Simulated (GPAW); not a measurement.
The system is CuO.

```
Cu O
1.0
     3.42205    0.00000    0.00000
     0.00000    3.42205    0.00000
     0.00000    0.00000    4.26046
Cu O
2 2
Direct
  0.00000 0.50000 0.00000
  0.50000 0.00000 0.50000
  0.00000 0.00000 0.25000
  0.00000 0.00000 0.75000
```

Measurements of this composition are mostly on another form, of space group No. 15.

Base run:

* Program: GPAW 26.7.0
* Functional: r2SCAN
* Potentials or basis: GPAW PAW data sets (gpaw-data 1.2.1)
* Cutoff: 800 eV
* Basis: pw
* k mesh: 6 × 6 × 5
* Occupations: fermi-dirac, width 0.05 eV
* Spin: no spin polarisation

Its results: band gap on the k mesh none (metal or under the smearing width); pressure -6.5 GPa.

The run is repeated on the same cell with these changes: hubbard terms from none to Cu d U = 8 eV. What comes out?

Band gap on the k mesh none (metal or under the smearing width); pressure -5.2 GPa.

Caveats: with this Cu data set, volumes or pressures lay over 1.5 % or 2 GPa off other programs in two to four cells of ten; the PAW data sets were made with another functional, which shifts forces and pressure a little; the run has no spin polarisation, though such a crystal can be magnetic; semilocal functionals often make such compounds metallic where correlation or magnetic order opens a gap, which also shifts bond lengths (some runs); U without spin polarisation on a metal has little footing (some runs).
